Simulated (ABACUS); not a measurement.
Crystal: C.

```
CELL_PARAMETERS angstrom
0.00000 1.78337 1.78337
1.78337 0.00000 1.78337
1.78337 1.78337 0.00000
ATOMIC_POSITIONS crystal
C 0.25000 0.25000 0.25000
C 0.00000 0.00000 0.00000
```

This isn't the form of C at room conditions, which is graphite.

Base run:

```yaml
Program: ABACUS 3.10.1
Functional: TM
Potentials_or_basis: SG15 ONCV 1.2 PBE
Cutoff: 1293 eV
Density_cutoff: 5170 eV
Basis: plane waves
k_mesh: 8 × 8 × 8
Occupations: fermi-dirac, width 0.05 eV
Spin: no spin polarisation
```

Its results: band gap on the k mesh 4.18 eV, indirect (least direct gap 5.71 eV); pressure -4.9 GPa.

**Question.** The run is repeated on the same cell with these changes: functional from TM to SCAN. What comes out?

**Answer.** Band gap on the k mesh 4.48 eV, indirect (least direct gap 6.15 eV); pressure -4.1 GPa.

Caveats: the potentials were made for another functional, which shifts forces and pressure.

A k mesh can miss the band edges.

Not every run made on this cell is shown here.
